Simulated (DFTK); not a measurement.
Ir in DFTK: the effect of Hubbard term

Crystal: Ir.

```
Ir
1.0
     0.00000    1.91560    1.91560
     1.91560    0.00000    1.91560
     1.91560    1.91560    0.00000
Ir
1
Direct
  0.00000 0.00000 0.00000
```

Alike in all runs:

```yaml
Program: DFTK 0.8.2
Task: single point
Functional: PBEsol
Potentials_or_basis: dojo.nc.sr.pbe.v0_4_1.standard.upf (PBE)
Cutoff: 925 eV
k_mesh: 6 × 6 × 6
Occupations: fermi-dirac, width 0.05 eV
Spin: no spin polarisation
Start_of_the_occupations: half filled (the program's default)
Valence_electrons: Ir 17
SCF_tolerance_on_the_density: 1e-06
Symmetries_used: no
```

| Hubbard term | pressure (GPa) |
| --- | --- |
| Ir d U = 0 eV | ? |
| Ir d U = 1.5 eV | -0.2 |
| Ir d U = 3 eV | -0.2 |
| Ir d U = 4.5 eV | -0.4 |

Question: What does the run with Hubbard term Ir d U = 0 eV give?

Answer: Pressure 0.5 GPa.

Worked out: A straight line through the other rows of the pressure, of slope -0.0667 GPa per eV, extrapolates to -0.1 GPa, against the run's 0.5. The fit is too stiff a form for this range.

Caveats: all runs use coarse meshes; the Hubbard orbitals reach further out than in other programs, which can move energies by up to some tens of meV an atom; the potentials were made for another functional, which shifts forces and pressure; U without spin polarisation on a metal has little footing; the U is typed as a test and isn't derived for this compound.

Runs at the PBE level aren't shown here.
